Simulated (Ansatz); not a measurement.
# A film clamped to a substrate in TaN

The calculation used DFT PBEsol, scalar-relativistic, plane waves, PAW (Ansatz). Cutoff 420 eV, Γ-centred 24×24×20 k-points, Gaussian smearing of 0.15 eV. Spin–orbit coupling is left out, which matters for the heavy elements here. No spin polarisation. Energies are free energies at this smearing, counted from the undisturbed cell; pressure is positive in compression.

The starting cell (relaxed at this level; this form isn't the usual structure):

```yaml
crystal:
  lattice:
    - [2.92399, 0.00000, 0.00000]
    - [-1.46199, 2.53225, 0.00000]
    - [0.00000, 0.00000, 2.87073]
  atoms:
    - { symbol: Ta, position: [0.33333, 0.66667, 0.50000] }
    - { symbol: N, position: [0.00000, 0.00000, 0.00000] }
```

The cell (2 atoms, V0 = 21.26 Å³) is strained by p along both x and y and by q along z, fractional coordinates fixed. τp = (1/V0) ∂E/∂p = (σxx + σyy)(1 + p)(1 + q) and τq = (1/V0) ∂E/∂q = σzz(1 + p)², with tension positive.

| p | q | ΔE (meV/atom) | τp (GPa) | τq (GPa) |
| --- | --- | --- | --- | --- |
| 0.000 | 0.000 | 0.00 | 0.00 | 0.00 |
| -0.040 | 0.000 | 104.66 | -82.94 | -15.15 |
| 0.040 | 0.000 | 85.21 | 60.96 | 10.80 |
| 0.000 | -0.040 | 49.53 | -14.28 | -38.95 |
| 0.000 | 0.040 | 41.91 | 11.27 | 30.34 |

Question: Get the second derivatives of the energy density.

Answer: Central differences give A = ∂τp/∂p = 1799 GPa (C11 + C22 + 2 C12), C = ∂τq/∂q = 866 GPa (C33) and the cross term B = ∂τq/∂p = 324 GPa (C13 + C23); ∂τp/∂q = 319 GPa must equal B, and any difference shows higher-order terms. Steps this large leave an error of some per cent of A or C in all of these, which can swamp a small B. The ions are clamped.

Question: A film of this crystal grows with z along the normal on a substrate that imposes p. How does its thickness respond, and what does the misfit cost?

Answer: Count p and q from the stress-free cell. A free surface needs τq = 0, so q = −(B/C) p = -0.37 p. The energy density left is (A − B²/C) p²/2 = M p², with the biaxial modulus M = 839 GPa; a misfit of 1 % costs 5.56 meV/atom, against 5.97 meV/atom if the thickness were held.

At p = -0.080 the energies along q are 912.0 (q = -0.080), 619.2 (q = -0.040), 463.9 (q = 0.000), 420.3 (q = 0.040), 467.2 (q = 0.080) meV/atom.

Question: Does the linear rule hold at this misfit?

Answer: A parabola through the lowest point and its neighbours has its minimum at q = 0.039, 420.3 meV/atom. With the stress left in the starting cell, τp0 and τq0, linear elasticity gives q = −(τq0 + Bp)/C = 0.030 and E = V0(τp0 p + τq0 q + Ap²/2 + Bpq + Cq²/2)/N = 356.0 meV/atom. The energies differ by more than a tenth, so the quadratic law fails here: the gap holds the anharmonic part, with some error from the wide steps. Cubic terms also shift the vertex of so wide a parabola.

In a metal these slopes depend on the k mesh and the smearing.

The film resists misfit mainly through its in-plane stiffness. Letting the thickness relax lowers the cost of a 1 % misfit only from 5.97 to 5.56 meV/atom, and the expansion along z falls far short of conserving volume. This fits a network of strong, directional Ta 5d–N 2p bonds in trigonal prisms, where in-plane strain changes both bond lengths and angles and a change of height can undo only part of it. Along both directions compression costs more than equal tension, because short-range repulsion rises steeply while stretched bonds soften. The same asymmetry explains why the harmonic estimate is too low at p = -0.080.

Clamping the ions costs nothing here: both atoms sit on sites fixed by the hexagonal symmetry, which these strains preserve, so no internal relaxation is driven. The moduli therefore also hold for relaxed ions within this symmetry. Whether so strained a film would survive against shear, symmetry-breaking distortions or misfit dislocations doesn't follow from these energies.
